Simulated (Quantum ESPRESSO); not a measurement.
**MgS (Niningerite): zone-centre phonons and dielectric response under several settings**

```
S Mg
1.0
     0.00000    2.60165    2.60165
     2.60165    0.00000    2.60165
     2.60165    2.60165    0.00000
S Mg
1 1
Direct
  0.50000 0.50000 0.50000
  0.00000 0.00000 0.00000
```

All runs used Quantum ESPRESSO 7.5; k mesh 6 × 6 × 6, shifted; relaxed cell; no spin polarisation; occupations smeared at first, fixed for the response.

| level | potentials | cutoff (eV) | volume (Å³/atom) | pressure (GPa) | lowest optical mode without the field (cm⁻¹) | highest mode with the field (cm⁻¹) | ε∞ (mean) | ε0 (mean) | Born charge of atom 1 (e) | sum of the Born charges (e) |
| --- | --- | --- | --- | --- | --- | --- | --- | --- | --- | --- |
| PBEsol | GBRV 1.5 PBEsol | 612 | 17.37 | 0.0 | 243 | 397 | 5.54 | 14.8 | -2.31 | 0.00 |
| PBE | SSSP 1.3 efficiency PBE | 748 | 17.80 | 0.0 | 225 | 389 | 5.36 | 16.1 | -2.32 | 0.00 |
| LDA | JTH 2.0 LDA | 490 | ? | -0.1 | ? | ? | ? | ? | ? | ? |

What stands in the row left open?

Volume 16.83 Å³/atom; lowest optical mode without the field 256 cm⁻¹; highest mode with the field 406 cm⁻¹; ε∞ 5.56; ε0 14.0; Born charge of atom 1 -2.29 e; sum of the Born charges 0.01 e.

Caveats: the cutoff is low for these files, which shifts pressure and relaxed volume (some runs).

For the row left open. Caveat: the cutoff is low for these files, which shifts pressure and relaxed volume.

The runs don't all hold the same shells in valence.
